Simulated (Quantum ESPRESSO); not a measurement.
Runs of Quantum ESPRESSO 7.5 on In. The cell holds a slab with vacuum, 3 atoms: a = 3.335 Å, b = 3.335 Å, c = 20.509 Å, α = 90.00°, β = 90.00°, γ = 120.00°. The slab is cut from a database's or a generator's crystal, which needn't be the stable form of the element.

```tsv
k mesh	mesh quality	gap on the mesh (eV)	largest force (eV/Å)	work function (eV)
7 × 7 × 1	coarse	none	0.15	3.98
9 × 9 × 1	not flagged	none	(b)	(c)
6 × 6 × 1	coarse	none	0.03	3.87
11 × 11 × 1	not flagged	none	(a)	3.82
```

Alike in all rows: task work function; level PBE; potentials or basis PseudoDojo 0.4.1 SR PBE standard; no spin polarisation; cell as given; cutoff (eV) 952; smearing fermi-dirac 0.05 eV.

Task: Fill in the values left out.

Result: (a) 0.05; (b) 0.06; (c) 3.86.

Caveats: some runs use coarse meshes.

A k mesh can miss the band edges, and the runs leave out spin-orbit coupling on In.

A gap of «none» marks a metal or a gap under the smearing width.
